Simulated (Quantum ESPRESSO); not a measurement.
# MnO2 under changes of volume

One of the cells (9.253 Å³/atom); the others are scaled copies at fixed shape and fractional positions:

```xyz
6
Lattice="4.4004 0.0000 0.0000 0.0000 4.4004 0.0000 0.0000 0.0000 2.8671" Properties=species:S:1:pos:R:3 pbc="T T T"
Mn    2.2002    2.2002    1.4335
Mn    0.0000    0.0000    0.0000
O     3.5420    0.8585    1.4335
O     3.0587    3.0587    0.0000
O     0.8585    3.5420    1.4335
O     1.3418    1.3418    0.0000
```

The cell is a database's computed one.

- Program: Quantum ESPRESSO 7.5
- Functional: PBEsol
- Potentials or basis: GBRV 1.5 PBEsol
- Cutoff: 612 eV
- Density cutoff: 4898 eV
- k mesh: 6 × 6 × 9
- Occupations: fermi-dirac, width 0.05 eV
- Spin: collinear spin, ferromagnetic start
- Starting moments: [4.0, 4.0, 0.0, 0.0, 0.0, 0.0] μB

| volume (Å³/atom) | energy over the lowest point (meV/atom) | pressure (GPa) | moment (μB per cell) | largest force (eV/Å) |
| --- | --- | --- | --- | --- |
| 8.698 | 21.99 | 15.1 | 5.89 | 0.260 |
| 8.883 | 7.69 | 8.6 | 5.93 | 0.148 |
| 9.068 | 0.66 | 2.8 | 5.96 | 0.044 |
| 9.253 | 0.00 | -2.3 | 5.98 | 0.050 |
| 9.438 | 5.12 | -6.9 | 6.00 | 0.133 |
| 9.623 | 15.34 | -11.0 | 6.00 | 0.207 |
| 9.808 | ? | ? | ? | ? |

What does the run at 9.808 Å³/atom give?

Energy over the lowest point 30.05 meV/atom; pressure -14.6 GPa; moment 6.00 μB per cell; largest force 0.274 eV/Å.

Worked out: A Birch-Murnaghan fit of order 3 (a polynomial in V^(-2/3)) to the other rows has its minimum at 9.18 Å³/atom with B0 = V·E''(V) = 258 GPa and B' = 4.7 at fixed shape and positions, which overstates the stiffness. It gives 30.12 meV/atom at 9.808 Å³/atom, against the run's 30.05, and -dE/dV = -14.6 GPa, against -14.6. A parabola through the other rows of the moment, of slope -0.0417 μB per Å³/atom there, extrapolates to 6.00 μB, against the run's 6.00.

Energies are extrapolated to zero smearing.

Caveats: only a ferromagnetic start was run, and an antiferromagnetic order may lie lower in energy.
